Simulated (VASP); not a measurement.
# Tc (Fm-3m) in VASP: a series of runs

The runs below take Tc through single point, with PBEsol, r2SCAN, PBE.

All numbers are computed with VASP 6.6.1; they aren't measurements. Logs are shortened: lines on timing, memory, paths and dates and some standing lists are left out, and cuts for length are marked.

**1. The structure**

Symmetry: Fm-3m, No. 225, cubic system. The conventional cell has a = 3.900 Å, b = 3.900 Å, c = 3.900 Å, α = 90.00°, β = 90.00°, γ = 90.00°. Tc (site symmetry m-3m) has 12 Tc at 2.76 Å as nearest neighbours.

This isn't the form of Tc at room conditions, which is hcp.

**2. Single point, PBEsol (functional pbesol, volume scaled by 1.04)**

Contents of INCAR:

```
PREC = Accurate
ENCUT = 520
EDIFF = 1E-6
ISMEAR = -1
SIGMA = 0.05
LREAL = F
LASPH = T
NELM = 100
ALGO = Normal
ISIF = 2
LWAVE = F
LCHARG = F
GGA = PS
NBANDS = 12
```

Contents of KPOINTS:

```
Automatic mesh
0
Gamma
  14 14 14
```

Contents of POSCAR:

```
Tc
1.0
    0.0000000000      1.9756608374      1.9756608374
    1.9756608374      0.0000000000      1.9756608374
    1.9756608374      1.9756608374      0.0000000000
Tc
1
Direct
    0.0000000000      0.0000000000      0.0000000000
```

Potentials or basis: VASP PAW PBE potentials, release 64 (Tc_pv).

Command:

```console
$ cat potpaw_PBE.64/Tc_pv/POTCAR > POTCAR
$ mpirun -np 1 vasp_std > vasp.out
```

OUTCAR:

```text
PREC = Accurate
   ENCUT = 520
   EDIFF = 1E-6
   ISMEAR = -1
   LREAL = F
   LASPH = T
   NELM = 100
   ISIF = 2
   GGA = PS

 ion  position               nearest neighbor table
   1  0.000  0.000  0.000-

  LATTYP: Found a face centered cubic cell.
 ALAT       =     3.9513216748

  Lattice vectors:

 A1 = (   0.0000000000,   1.9756608374,   1.9756608374)
 A2 = (   1.9756608374,   0.0000000000,   1.9756608374)
 A3 = (   1.9756608374,   1.9756608374,   0.0000000000)

Analysis of symmetry for initial positions (statically):
=====================================================================
 Subroutine PRICEL returns:
 Original cell was already a primitive cell.

 Routine SETGRP: Setting up the symmetry group for a
 face centered cubic supercell.

 Subroutine GETGRP returns: Found 48 space group operations
 (whereof 48 operations were pure point group operations)
 out of a pool of 48 trial point group operations.

The static configuration has the point symmetry O_h .

Analysis of symmetry for dynamics (positions and initial velocities):
=====================================================================
 Subroutine PRICEL returns:
 Original cell was already a primitive cell.

 Routine SETGRP: Setting up the symmetry group for a
 face centered cubic supercell.

 Subroutine GETGRP returns: Found 48 space group operations
 (whereof 48 operations were pure point group operations)
 out of a pool of 48 trial point group operations.

The dynamic configuration has the point symmetry O_h .

 Subroutine INISYM returns: Found 48 space group operations
 (whereof 48 operations are pure point group operations),
 and found     1 'primitive' translations

----------------------------------------------------------------------------------------

                                     Primitive cell

  volume of cell :      15.4229

  direct lattice vectors                    reciprocal lattice vectors
     0.000000000  1.975660837  1.975660837    -0.253079876  0.253079876  0.253079876
     1.975660837  0.000000000  1.975660837     0.253079876 -0.253079876  0.253079876
     1.975660837  1.975660837  0.000000000     0.253079876  0.253079876 -0.253079876

  length of vectors
     2.794006351  2.794006351  2.794006351     0.438347204  0.438347204  0.438347204

  position of ions in fractional coordinates (direct lattice)
     0.000000000  0.000000000  0.000000000

  ion indices of the primitive-cell ions
   primitive index   ion index
                 1           1

----------------------------------------------------------------------------------------

 KPOINTS: Automatic mesh

Automatic generation of k-mesh.
 Grid dimensions read from file:
 generate k-points for:   14   14   14

 Generating k-lattice:

  Cartesian coordinates                     Fractional coordinates (reciprocal lattice)
    -0.018077134  0.018077134  0.018077134     0.071428571  0.000000000  0.000000000
     0.018077134 -0.018077134  0.018077134     0.000000000  0.071428571  0.000000000
     0.018077134  0.018077134 -0.018077134     0.000000000  0.000000000  0.071428571

  Length of vectors
     0.031310515  0.031310515  0.031310515

  Shift w.r.t. Gamma in fractional coordinates (k-lattice)
     0.000000000  0.000000000  0.000000000

 Subroutine IBZKPT returns following result:
 ===========================================

 Found    104 irreducible k-points:

 Following reciprocal coordinates:
            Coordinates               Weight
  0.000000  0.000000  0.000000      1.000000
  0.071429  0.000000  0.000000      8.000000
  0.142857  0.000000  0.000000      8.000000
  0.214286  0.000000  0.000000      8.000000
  0.285714  0.000000  0.000000      8.000000
  0.357143  0.000000  0.000000      8.000000
[... 16 lines left out ...]
  0.214286  0.142857  0.000000     24.000000
  0.285714  0.142857  0.000000     24.000000
 [... further k-points ...]
   k-points           NKPTS =    104   k-points in BZ     NKDIM =    104   number of bands    NBANDS=     12
   number of dos      NEDOS =    301   number of ions     NIONS =      1
   total plane-waves  NPLWV =  13824
   dimension x,y,z NGX =    24 NGY =   24 NGZ =   24
   dimension x,y,z NGXF=    48 NGYF=   48 NGZF=   48
   ions per type =               1
   NGX,Y,Z   is equivalent  to a cutoff of  14.28, 14.28, 14.28 a.u.
   NGXF,Y,Z  is equivalent  to a cutoff of  28.56, 28.56, 28.56 a.u.
 SYSTEM =  unknown system
   PREC   = accura    normal or accurate (medium, high low for compatibility)
   ISTART =      0    job   : 0-new  1-cont  2-samecut
   ICHARG =      2    charge: 1-file 2-atom 10-const
   ISPIN  =      1    spin polarized calculation?
   LNONCOLLINEAR =      F non collinear calculations
   LSORBIT =      F    spin-orbit coupling
   LASPH  =      T    aspherical Exc in radial PAW
   ENCUT  =  520.0 eV  38.22 Ry    6.18 a.u.   5.20  5.20  5.20*2*pi/ulx,y,z
   NELM   =    100;   NELMIN=  2; NELMDL= -5     # of ELM steps
   EDIFF  = 0.1E-05   stopping-criterion for ELM
   LREAL  =      F    real-space projection
   EDIFFG = 0.1E-04   stopping-criterion for IOM
   NSW    =      0    number of steps for IOM
   IBRION =     -1    ionic relax: 0-MD 1-quasi-New 2-CG
   NFREE  =      0    steps in history (QN), initial steepest desc. (CG)
   ISIF   =      2    stress and relaxation
   ISYM   =      2    0-nonsym 1-usesym 2-fastsym
   POTIM  = 0.5000    time-step for ionic-motion
   TEBEG  =    0.0;   TEEND  =   0.0 temperature during run
   PSTRESS=    0.0 pullay stress
   NELECT =      13.0000    total number of electrons
   NUPDOWN=      -1.0000    fix difference up-down
   EMIN   =  10.00;   EMAX   =-10.00  energy-range for DOS
   EFERMI =   0.00;   METHOD = LEGACY
   ISMEAR =    -1;   SIGMA  =   0.05  broadening in eV -4-tet -1-fermi 0-gaus
   EFERMI_NEDOS =   21; number of points for ismear=-14 and -15
   IALGO  =     38    algorithm
   IMIX   =      4    mixing-type and parameters
     AMIX     =   0.40;   BMIX     =  1.00
     AMIX_MAG =   1.60;   BMIX_MAG =  1.00
  volume/ion in A,a.u.               =      15.42       104.08
  Fermi-wavevector in a.u.,A,eV,Ry     =   1.546442  2.922351 32.538088  2.391482
  Thomas-Fermi vector in A             =   2.651677
   LORBIT       =      0    0 simple, 1 ext, 2 COOP (PROOUT), +10 PAW based schemes
   GGA     = PS    functional components
   LHFCALC =     F    Hartree Fock is set to
   AEXX    =    0.0000 exact exchange contribution
   IVDW    =     0    specifies the selected vdW correction
   LEPSILON=     F    determine dielectric tensor
   LRPA    =     F    only Hartree local field effects (RPA)
 non-spin polarized calculation
  energy-cutoff  :      520.00
  volume of cell :       15.42
 maximum number of plane-waves:       428
 NGX is ok and might be reduce to    24
   NGX = 11   NGY = 11   NGZ = 11

 number of electron      13.0000000 magnetization

 Free energy of the ion-electron system (eV)
  ---------------------------------------------------
  ext. energy  EPLUGINS =         0.00000000
  ---------------------------------------------------
  free energy    TOTEN  =       -11.08540550 eV

  energy without entropy =      -11.07645642  energy(sigma->0) =      -11.08093096

 E-fermi :  11.4156     XC(G=0): -13.5086

 val. band max:       11.3838176748   @ k =  -0.4286   0.2857   0.1429
 cond. band min:      11.4452911981   @ k =   0.3571   0.2143   0.0000
 fundamental gap:      0.0614735233
 Fermi energy:        11.4156401671

 k-point     1 :       0.0000    0.0000    0.0000
  band No.  band energies     occupation
      1     -26.9353      2.00000
      2     -26.9353      2.00000
      3     -26.9353      2.00000
      4       4.2188      2.00000
      5       9.8321      2.00000
      6       9.8321      2.00000
      7       9.8321      2.00000
      8      12.1869      0.00000
      9      12.1869      0.00000
     10      25.4602      0.00000
     11      30.6609      0.00000
     12      30.6609      0.00000

 k-point     2 :       0.0714    0.0000    0.0000
  band No.  band energies     occupation
      1     -26.9877      2.00000
      2     -26.9421      2.00000
      3     -26.9421      2.00000
      4       4.4208      2.00000
      5       9.7169      2.00000
      6       9.9184      2.00000
      7       9.9184      2.00000
      8      12.1284      0.00000
      9      12.1284      0.00000
     10      25.8130      0.00000
     11      29.7461      0.00000
     12      30.9996      0.00000

 k-point     3 :       0.1429    0.0000    0.0000
  band No.  band energies     occupation
      1     -27.1329      2.00000
      2     -26.9609      2.00000
      3     -26.9609      2.00000
      4       4.9810      2.00000
      5       9.4578      2.00000
      6      10.1168      2.00000
      7      10.1168      2.00000
      8      12.0349      0.00001
      9      12.0349      0.00001
     10      26.7006      0.00000
     11      28.1027      0.00000
     12      31.9676      0.00000
[... 286 lines left out ...]
 k-point    23 :       0.2143    0.1429    0.0000
  band No.  band energies     occupation
      1     -27.2604      2.00000
      2     -27.0392      2.00000
      3     -27.0310      2.00000
      4       5.8220      2.00000
      5       8.7310      2.00000
      6      10.5162      2.00000
      7      10.7124      2.00000
      8      11.3129      1.77281
      9      12.6557      0.00000
     10      28.1203      0.00000
     11      28.2209      0.00000
     12      31.0980      0.00000

 k-point    24 :       0.2857    0.1429    0.0000
  band No.  band energies     occupation
      1     -27.4434      2.00000
      2     -27.0731      2.00000
      3     -27.0626      2.00000
      4       6.4999      2.00000
      5       8.5802      2.00000
      6      10.1106      2.00000
      7      10.8090      1.99999
      8      12.0698      0.00000
      9      13.0116      0.00000
     10      26.6252      0.00000
     11      28.7239      0.00000
     12      31.1703      0.00000

 [... further k-points ...]

------------------------ aborting loop because EDIFF is reached ----------------------------------------

  FORCE on cell =-STRESS in cart. coord.  units (eV):
  Direction    XX          YY          ZZ          XY          YZ          ZX
  --------------------------------------------------------------------------------------
  -------------------------------------------------------------------------------------
  Total       -2.3927764     -2.3927764     -2.3927764     -0.0000000      0.0000000     -0.0000000
  in kB     -248.5681764   -248.5681764   -248.5681764     -0.0000000      0.0000000     -0.0000000
  external PRESSURE =    -248.5681764 kB  Pullay stress =       0.0000000 kB

 VOLUME and BASIS-vectors are now :
 -----------------------------------------------------------------------------
  energy-cutoff  :      520.00
  volume of cell :       15.42
      direct lattice vectors                 reciprocal lattice vectors
     0.000000000  1.975660837  1.975660837    -0.253079876  0.253079876  0.253079876
     1.975660837  0.000000000  1.975660837     0.253079876 -0.253079876  0.253079876
     1.975660837  1.975660837  0.000000000     0.253079876  0.253079876 -0.253079876

 POSITION                                       TOTAL-FORCE (eV/Angst)
 -----------------------------------------------------------------------------------
      0.00000      0.00000      0.00000         0.000000      0.000000     -0.000000
 -----------------------------------------------------------------------------------
    total drift:                               -0.000000      0.000000     -0.000000

  FREE ENERGIE OF THE ION-ELECTRON SYSTEM (eV)
  ---------------------------------------------------
  free  energy   TOTEN  =       -11.0854054959 eV

  energy  without entropy=      -11.0764564185  energy(sigma->0) =      -11.08093096
```

Wall time 9.1 s (1 thread of Intel Xeon Platinum 8488C (Sapphire Rapids), shared host); peak memory 0.15 GiB.

What came out:

```
Free energy            : -11.0854 eV
Pressure               : -24.9 GPa
Band gap on the k mesh : none (metal or under the smearing width)
```

Caveat: so large a pressure means that the cell lies far from this level's equilibrium, or that cutoff or potentials fall short; the potentials were made for another functional, which shifts forces and pressure.

[end of part 1 of 2]
